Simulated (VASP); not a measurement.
Set up this calculation in VASP 6.6.1, as the native input.

- Task: relaxation of cell and atoms
- Functional: PBEsol
- Potentials or basis: VASP PAW PBE potentials, release 64 (Ga_d, N)
- Cutoff: 520 eV
- k mesh: 12 × 12 × 6
- Occupations: gaussian, width 0.02 eV
- Spin: no spin polarisation
- Further INCAR settings: ALGO = Normal; EDIFF = 1e-07; IBRION = 2; EDIFFG = -0.002; NSW = 80; ISIF = 3

The structure of GaN lies in POSCAR:

```
GaN                                     
1.0
    3.1812295178      0.0000000000     -0.0000000000
   -1.5906147589      2.7550255736      0.0000000000
    0.0000000000      0.0000000000      5.1838998251
  Ga              N             
     2     2
Direct
     0.3333333300000021    0.6666666699999979    0.9992047792143688
     0.6666666699999979    0.3333333300000021    0.4992047792143687
     0.3333333300000021    0.6666666699999979    0.3757952207856313
     0.6666666699999979    0.3333333300000021    0.8757952207856312
```

One way to write it, as run:

INCAR

```
SYSTEM = GaN
PREC = Accurate
ENCUT = 520
EDIFF = 1E-7
ISMEAR = 0
SIGMA = 0.02
LREAL = .FALSE.
LASPH = .TRUE.
NELM = 100
ALGO = Normal
ISIF = 3
LWAVE = .FALSE.
LCHARG = .FALSE.
GGA = PS
IBRION = 2
NSW = 80
EDIFFG = -0.002
```

KPOINTS

```
regular mesh
0
G
  12 12 6
  0 0 0
```

Potentials or basis: VASP PAW PBE potentials, release 64 (Ga_d, N).

Command:

```console
$ cat potpaw_PBE.64/Ga_d/POTCAR potpaw_PBE.64/N/POTCAR > POTCAR
$ mpirun -np 1 vasp_std > vasp.out
```

It gave:

| Item | Value |
| --- | --- |
| Pressure after relaxing | 0.0 GPa |
| Band gap on the k mesh | 1.90 eV, direct |

Caveat: the relaxation stopped at its first step, so nothing moved; the PAW data sets were made with another functional, which shifts forces and pressure a little.

It took 36 s on 1 thread of Intel(R) Xeon(R) Platinum 8488C (Sapphire Rapids), with other jobs on the host, peak memory 0.2 GiB.
